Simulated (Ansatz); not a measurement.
# BaS: how much do the potentials matter?

BaS in the rock-salt structure, in a typed cell, not relaxed.

```
CELL_PARAMETERS angstrom
0.00000 3.22500 3.22500
3.22500 0.00000 3.22500
3.22500 3.22500 0.00000
ATOMIC_POSITIONS crystal
Ba 0.00000 0.00000 0.00000
S 0.50000 0.50000 0.50000
```

Settings of the Ansatz calculation: PBE; k mesh 6×6×6; fixed occupations; no spin. Phonons (linear response) are harmonic and in cm⁻¹; i marks an unstable mode. Zone-centre lists hold the optical modes without the non-analytic term.

Caveats: coarse k mesh.

The reference is the run on all-electron PAW datasets (no frozen core) at 340 eV and 33.54 Å³ an atom: top Γ mode (cm⁻¹) 132; lowest mode at X = [0.5, 0, 0.5] (cm⁻¹) 64; top mode at X = [0.5, 0, 0.5] (cm⁻¹) 167; mean ε∞ 4.71; mean Born charge of Ba (e) 2.60.

Task: The same calculation was made on Ansatz generated PAW, Ansatz hand-made PAW, JTH PAW, PseudoDojo norm-conserving, Ansatz norm-conserving. How far do the results move?

Result: 
```csv
potentials,cutoff (eV),top Γ mode (cm⁻¹),"lowest mode at X = [0.5, 0, 0.5] (cm⁻¹)","top mode at X = [0.5, 0, 0.5] (cm⁻¹)",mean ε∞,mean Born charge of Ba (e)
Ansatz generated PAW,420,132,64,167,4.71,2.60
Ansatz hand-made PAW,510,132,64,167,4.71,2.60
JTH PAW,780,137,64,172,4.77,2.60
PseudoDojo norm-conserving,770,131,64,167,4.71,2.60
Ansatz norm-conserving,770,132,64,167,4.71,2.60
```

The largest move among the frequencies in the table is 5.3 cm⁻¹, in the top Γ mode on JTH PAW.
